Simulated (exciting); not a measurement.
Input of an exciting (release sodium) run:

File input.xml:

```xml
<input>
  <title>Sn</title>
  <structure speciespath="./" tshift="false">
    <crystal scale="1.88972612463">
      <basevect>0.000000000000 4.572637239600 0.000000000000</basevect>
      <basevect>-3.733542671900 2.286318619800 1.320006670600</basevect>
      <basevect>0.000000000000 2.286318619800 3.960020011800</basevect>
    </crystal>
    <species speciesfile="Sn.xml" rmt="2.3">
      <atom coord="0.750000000000 0.750000000000 0.750000000000" bfcmt="0 0 -8"/>
      <atom coord="0.500000000000 0.500000000000 0.500000000000" bfcmt="0 0 -8"/>
    </species>
  </structure>
  <groundstate do="fromscratch" ngridk="7 7 7" rgkmax="7.5" gmaxvr="14" lmaxapw="10" lmaxmat="10" lmaxvr="8" stype="Methfessel-Paxton 1" swidth="0.00183747" nempty="20" ValenceRelativity="iora*" epsengy="1e-06" epspot="1e-06" maxscl="120" tforce="true" outputlevel="high">
    <libxc exchange="XC_GGA_X_PW91" correlation="XC_GGA_C_PW91"/>
    <spin reducebf="0.5"/>
  </groundstate>
</input>
```

Potentials or basis: all-electron LAPW+lo, shipped species files, valence relativity iora*.

Command:

```bash
$ OMP_NUM_THREADS=1 exciting_smp
```

Question: Estimate the net moment.

Answer: 0.00 μB per cell.

Question: Predict the band gap on the k mesh.

Answer: None (metal or under the smearing width).
